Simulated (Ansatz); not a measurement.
The elements of this relaxed trial crystal are hidden behind letters.

```
lattice vectors (Å)
   6.8350    0.0000    0.0000
   0.0000    8.0223    0.0000
   0.0000    0.0000    6.9661
fractional positions
X 0.8364 0.8673 0.5869
X 0.6636 0.1327 0.0869
X 0.1636 0.1327 0.4131
X 0.3364 0.8673 0.9131
X 0.1636 0.3673 0.9131
X 0.3364 0.6327 0.4131
X 0.6636 0.3673 0.5869
X 0.8364 0.6327 0.0869
Z 0.6988 0.8667 0.9095
Z 0.8012 0.1333 0.4095
Z 0.1988 0.8667 0.5905
Z 0.3012 0.1333 0.0905
Z 0.3012 0.3667 0.5905
Z 0.1988 0.6333 0.0905
Z 0.6988 0.6333 0.4095
Z 0.8012 0.3667 0.9095
```

These are results of Ansatz, DFT PBE, scalar-relativistic, plane waves, PAW, not measurements. Settings of the last relaxation (16-atom cell): 420 eV, 4×4×4 k points, Gaussian smearing of 0.02 eV, no spin polarisation.

| Quantity | Value |
| --- | --- |
| Space group | Pbca (No. 61) |
| Conventional cell | a = 6.835 Å, b = 8.022 Å, c = 6.966 Å |
| Volume per atom | 23.87 Å³ |
| Density | 4.75 g/cm³ |
| Formation energy | −0.296 eV/atom |
| Gap on the 4×4×4 mesh of the 16-atom cell | 2.27 eV |

Energies are uncorrected and count from the elements' standard states at the same level.

Question: X is an s-block element of period 2 and Z is a p-block element of period 5. Which elements are they?

Answer: X = Be, Z = Te, so the formula is BeTe. Density times volume gives a mean mass of 4.75 × 23.87/1.6605 = 68.3 u per atom, and this set has 68.3 u. Among the elements that the hints allow, noble gases aside, only these give it. Be is surrounded by 4 Te at 2.44–2.48 Å; Te is surrounded by 4 Be at 2.44–2.48 Å.

Spin–orbit coupling, which can matter for Te, is left out. Kohn–Sham gaps at this level usually fall short of measured ones. The missing spin–orbit coupling can work the other way here. Symmetry constrained the relaxation, so the result can be a saddle point.
